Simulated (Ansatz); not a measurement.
Input of an Ansatz 0.2.0 run:

Contents of input.yaml:

```yaml
crystal:
  lattice:
    - [0.0, 2.192684, 2.192684]
    - [2.192684, 0.0, 2.192684]
    - [2.192684, 2.192684, 0.0]
  atoms:
    - { symbol: W, position: [0.0, 0.0, 0.0] }
    - { symbol: C, position: [0.5, 0.5, 0.5] }
kpoints:
  mp_grid: { grid: [10, 10, 10] }
scf:
  occupations: { method: fermi_dirac, width: 0.05 }
hamiltonian:
  xc: pbesol
  pseudopotentials: { kind: all_electron, lapw: { basis_error: 0.001 } }
  hubbard:
    sites: [{ species: W, l: d, u_eff: 6 }]
    double_counting: fll
    projectors: ortho-atomic
output:
  forces: true
  stress: true
  eigenvalues: true
  dos: { projected: false, de: 0.2, e_range: [-10, 8] }
  hubbard: {}
```

Potentials or basis: all-electron LAPW, scalar-relativistic.

The run is started by

```sh
$ ansatz run input.yaml --threads 1 --pin off --max-ram 3072MiB --backend cpu --events-out ev --progress --plain --runs-dir out
```

What does it give for the pressure?

-9.2 GPa.

Predict the band gap on the k mesh.

none (metal or under the smearing width).

States per cell in windows of 0.5 eV (zero at the Fermi level; states under -8 eV left out):
```tsv
from (eV)	total
-8.0	0.40
-7.5	0.40
-7.0	0.29
-6.5	1.27
-6.0	1.43
-5.5	0.66
-5.0	0.40
-4.5	0.28
-4.0	0.19
-3.5	0.11
-3.0	0.19
-2.5	0.30
-2.0	0.32
-1.5	0.35
-1.0	0.42
-0.5	0.51
0.0	0.44
0.5	0.92
1.0	0.81
1.5	0.82
2.0	1.18
2.5	0.23
3.0	0.28
3.5	0.32
4.0	0.31
4.5	0.26
5.0	0.36
5.5	0.56
6.0	0.44
6.5	0.42
7.0	0.38
7.5	0.27
```

Caveat: U without spin polarisation on a metal has little footing; the U is typed as a test and isn't derived for this compound. Spin-orbit coupling is left out, which matters for the levels of W.
